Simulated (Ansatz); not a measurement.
Input, command and steps of an Ansatz relaxation.

```yaml
crystal:
  lattice:
    - [5.284535353, 3.0510279086, 1.3935484991]
    - [-5.284535353, 3.0510279086, 1.3935484991]
    - [0.0, -6.1020558172, 1.393548499]
  atoms:
    - { symbol: S, position: [0.2601435009, 0.1498985342, 0.9126932014] }
    - { symbol: S, position: [0.9126932014, 0.2601435009, 0.1498985342] }
    - { symbol: S, position: [0.1498985342, 0.9126932014, 0.2601435009] }
    - { symbol: S, position: [0.7398564991, 0.8501014658, 0.0873067986] }
    - { symbol: S, position: [0.0873067986, 0.7398564991, 0.8501014658] }
    - { symbol: S, position: [0.8501014658, 0.0873067986, 0.7398564991] }
basis:
  ecutwfc: 420
kpoints:
  mp_grid: { grid: [6, 6, 6] }
hamiltonian:
  xc: pbe
scf:
  occupations: { method: gaussian, width: 0.02 }
output:
  forces: true
  stress: true
  eigenvalues: true
relax:
  adjacent_minimum: "off"
  f_tol: 0.005
  max_steps: 50
  cell: { stress_tol: 0.05 }
```

```bash
ansatz run input.yaml --threads 2 --pin off --max-ram 5120MiB --backend cpu --events-out ev --progress --plain --runs-dir out
```

Level of theory: Ansatz, DFT PBE, scalar-relativistic, plane waves, PAW.

Of 19 frames 10 are shown, positions in Å and forces in eV/Å; the SCF threshold varies from step to step. Steps run on the plane waves of an earlier cell, with a Pulay correction in the pressure. The basis is chosen afresh for the last frame, the zero of the energies, and at times for earlier ones too; energy and pressure step there, also at an unchanged geometry. Here that happened at step 11 (-3 meV/atom, 0.1 GPa); the frames before carry an error of that size.

```xyz
6
Lattice="5.2845 3.0510 1.3935 -5.2845 3.0510 1.3935 0.0000 -6.1021 1.3935" Properties=species:S:1:pos:R:3:forces:R:3 pbc="T T T" step=1 free_energy_over_end_meV_per_atom=40.39 pressure_GPa=2.07
S     0.5826   -4.3183    1.8433   -0.0043   -0.0146   -0.0205
S     3.4484    2.6637    1.8433    0.0148    0.0036   -0.0205
S    -4.0310    1.6546    1.8433   -0.0105    0.0110   -0.0205
S    -0.5826    4.3183    2.3373    0.0043    0.0146    0.0205
S    -3.4484   -2.6637    2.3373   -0.0148   -0.0036    0.0205
S     4.0310   -1.6546    2.3373    0.0105   -0.0110    0.0205
6
Lattice="5.5769 3.2198 1.5240 -5.5769 3.2198 1.5240 0.0000 -6.4397 1.5240" Properties=species:S:1:pos:R:3:forces:R:3 pbc="T T T" step=3 free_energy_over_end_meV_per_atom=8.70 pressure_GPa=0.49
S     0.5850   -4.6535    1.9667    0.0115    0.0387    0.0586
S     3.7376    2.8334    1.9667   -0.0392   -0.0094    0.0586
S    -4.3226    1.8201    1.9667    0.0277   -0.0293    0.0586
S    -0.5850    4.6535    2.6054   -0.0115   -0.0387   -0.0586
S    -3.7376   -2.8334    2.6054    0.0392    0.0094   -0.0586
S     4.3226   -1.8201    2.6054   -0.0277    0.0293   -0.0586
6
Lattice="5.6004 3.2334 1.5575 -5.6004 3.2334 1.5575 0.0000 -6.4667 1.5575" Properties=species:S:1:pos:R:3:forces:R:3 pbc="T T T" step=5 free_energy_over_end_meV_per_atom=6.86 pressure_GPa=0.11
S     0.5848   -4.6776    2.0021   -0.0045   -0.0140    0.0014
S     3.7585    2.8452    2.0021    0.0144    0.0031    0.0014
S    -4.3433    1.8324    2.0021   -0.0099    0.0109    0.0014
S    -0.5848    4.6776    2.6705    0.0045    0.0140   -0.0014
S    -3.7585   -2.8452    2.6705   -0.0144   -0.0031   -0.0014
S     4.3433   -1.8324    2.6705    0.0099   -0.0109   -0.0014
6
Lattice="5.6250 3.2476 1.6214 -5.6250 3.2476 1.6214 0.0000 -6.4952 1.6214" Properties=species:S:1:pos:R:3:forces:R:3 pbc="T T T" step=7 free_energy_over_end_meV_per_atom=5.65 pressure_GPa=-0.06
S     0.5833   -4.7064    2.0666   -0.0022   -0.0071    0.0024
S     3.7842    2.8583    2.0666    0.0072    0.0016    0.0024
S    -4.3675    1.8481    2.0666   -0.0050    0.0055    0.0024
S    -0.5833    4.7064    2.7977    0.0022    0.0071   -0.0024
S    -3.7842   -2.8583    2.7977   -0.0072   -0.0016   -0.0024
S     4.3675   -1.8481    2.7977    0.0050   -0.0055   -0.0024
6
Lattice="5.5959 3.2308 1.6290 -5.5959 3.2308 1.6290 0.0000 -6.4616 1.6290" Properties=species:S:1:pos:R:3:forces:R:3 pbc="T T T" step=9 free_energy_over_end_meV_per_atom=5.57 pressure_GPa=-0.02
S     0.5883   -4.6753    2.0750   -0.0037   -0.0002   -0.0019
S     3.7548    2.8471    2.0750    0.0020   -0.0032   -0.0019
S    -4.3431    1.8282    2.0750    0.0017    0.0033   -0.0019
S    -0.5883    4.6753    2.8120    0.0037    0.0002    0.0019
S    -3.7548   -2.8471    2.8120   -0.0020    0.0032    0.0019
S     4.3431   -1.8282    2.8120   -0.0017   -0.0033    0.0019
6
Lattice="5.5826 3.2231 1.6325 -5.5826 3.2231 1.6325 0.0000 -6.4462 1.6325" Properties=species:S:1:pos:R:3:forces:R:3 pbc="T T T" step=11 free_energy_over_end_meV_per_atom=2.75 pressure_GPa=0.12
S     0.5821   -4.6583    2.0788   -0.0015   -0.0034   -0.0065
S     3.7432    2.8333    2.0788    0.0037    0.0004   -0.0065
S    -4.3253    1.8251    2.0788   -0.0022    0.0030   -0.0065
S    -0.5821    4.6583    2.8186    0.0015    0.0034    0.0065
S    -3.7432   -2.8333    2.8186   -0.0037   -0.0004    0.0065
S     4.3253   -1.8251    2.8186    0.0022   -0.0030    0.0065
6
Lattice="5.5831 3.2234 1.7571 -5.5831 3.2234 1.7571 0.0000 -6.4468 1.7571" Properties=species:S:1:pos:R:3:forces:R:3 pbc="T T T" step=13 free_energy_over_end_meV_per_atom=1.37 pressure_GPa=0.06
S     0.5801   -4.6507    2.1936   -0.0043   -0.0180    0.1296
S     3.7376    2.8278    2.1936    0.0177    0.0053    0.1296
S    -4.3177    1.8229    2.1936   -0.0134    0.0127    0.1296
S    -0.5801    4.6507    3.0779    0.0043    0.0180   -0.1296
S    -3.7376   -2.8278    3.0779   -0.0177   -0.0053   -0.1296
S     4.3177   -1.8229    3.0779    0.0134   -0.0127   -0.1296
6
Lattice="5.5559 3.2077 1.8032 -5.5559 3.2077 1.8032 0.0000 -6.4154 1.8032" Properties=species:S:1:pos:R:3:forces:R:3 pbc="T T T" step=15 free_energy_over_end_meV_per_atom=0.47 pressure_GPa=0.03
S     0.5737   -4.6260    2.2501    0.0040    0.0089    0.0050
S     3.7194    2.8098    2.2501   -0.0097   -0.0010    0.0050
S    -4.2930    1.8162    2.2501    0.0057   -0.0079    0.0050
S    -0.5737    4.6260    3.1596   -0.0040   -0.0089   -0.0050
S    -3.7194   -2.8098    3.1596    0.0097    0.0010   -0.0050
S     4.2930   -1.8162    3.1596   -0.0057    0.0079   -0.0050
6
Lattice="5.5452 3.2015 1.8070 -5.5452 3.2015 1.8070 0.0000 -6.4030 1.8070" Properties=species:S:1:pos:R:3:forces:R:3 pbc="T T T" step=17 free_energy_over_end_meV_per_atom=0.08 pressure_GPa=0.02
S     0.5774   -4.6141    2.2538   -0.0005    0.0008    0.0009
S     3.7072    2.8071    2.2538   -0.0004   -0.0009    0.0009
S    -4.2846    1.8069    2.2538    0.0010    0.0001    0.0009
S    -0.5774    4.6141    3.1672    0.0005   -0.0008   -0.0009
S    -3.7072   -2.8071    3.1672    0.0004    0.0009   -0.0009
S     4.2846   -1.8069    3.1672   -0.0010   -0.0001   -0.0009
6
Lattice="5.5316 3.1937 1.8232 -5.5316 3.1937 1.8232 0.0000 -6.3874 1.8232" Properties=species:S:1:pos:R:3:forces:R:3 pbc="T T T" step=19 free_energy_over_end_meV_per_atom=0.00 pressure_GPa=0.02
S     0.5735   -4.5973    2.2702    0.0006   -0.0003   -0.0005
S     3.6946    2.7953    2.2702    0.0000    0.0007   -0.0005
S    -4.2681    1.8019    2.2702   -0.0006   -0.0003   -0.0005
S    -0.5735    4.5973    3.1994   -0.0006    0.0003    0.0005
S    -3.6946   -2.7953    3.1994    0.0000   -0.0007    0.0005
S     4.2681   -1.8019    3.1994    0.0006    0.0003    0.0005
```

The cell swells from 22.5 to 32.2 Å³ an atom. At the end the space group is R-3 (tolerance 0.05 Å).

It took 61 s on 2 threads of Arm Neoverse V2 (shared host), peak memory 0.51 GiB.

The cell holds molecules, and where no dispersion correction was added their binding is poorly described.